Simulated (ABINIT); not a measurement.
The system is Ta.

```
Ta
1.0
    -1.65128    1.65128    1.65128
     1.65128   -1.65128    1.65128
     1.65128    1.65128   -1.65128
Ta
1
Cartesian
  0.0000 0.0000 0.0000
```

Base run:

- Program: ABINIT 10.8.3 (patched build)
- Functional: LDA
- Potentials or basis: PseudoDojo NC SR LDA v0.4.1 standard
- Cutoff: 707 eV
- k mesh: 8 × 8 × 8
- Occupations: fermi-dirac, width 0.05 eV
- Spin: no spin polarisation

Its results: pressure -12.2 GPa.

Question: The run is repeated on the same cell with these changes: k mesh from 8 × 8 × 8 to 14 × 14 × 14, with 2 shifts; occupations from fermi-dirac, width 0.05 eV to methfessel-paxton, width 0.136 eV. What comes out?

Answer: Pressure -10.5 GPa.
